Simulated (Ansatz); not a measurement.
Free-standing chains of the atoms of Os, named by their start (strip: triangular double chain, ladder: square double chain); atoms and period are relaxed, and energies count from relaxed bulk Os (P6_3/mmc, 14.28 Å³/atom, gap on the mesh 0.00 eV).

Theory: DFT PBE, scalar-relativistic, plane waves, PAW (Ansatz).

Cutoff 420 eV, Gaussian smearing of 0.05 eV, energies at zero smearing, symmetry of each start kept, collinear spin where a moment is listed.

| start | atoms | k mesh | excess energy (eV per host atom) | period (Å) | highest filled level or Fermi level under vacuum (eV) | size of the moment (μB per cell) |
| --- | --- | --- | --- | --- | --- | --- |
| linear chain | 1 | 1×1×26 | 4.970 | 2.246 | 5.34 | 0.00 |
| dimerised chain | 2 | 1×1×13 | 5.000 | 4.536 | 5.42 | 2.15 |
| zigzag chain | 2 | 1×1×15 | 3.918 | 3.717 | - | 0.13 |
| ladder chain | 4 | 1×1×13 | 3.412 | 4.907 | - | 0.13 |
| strip chain | 2 | 1×1×25 | 3.769 | 2.500 | - | 1.04 |

Zero in every row: gap on the mesh (eV).

Spin-orbit coupling is left out, which matters for the bands of heavy elements.

Each run keeps its start's symmetry and one magnetic start, so lower states can exist. Rows stand on unlike meshes and boxes, so starts that end alike can differ by a few hundredths of an eV per atom.

Cost: 5 runs of about 10 core-minutes in all, on Arm Neoverse V2 (shared hosts).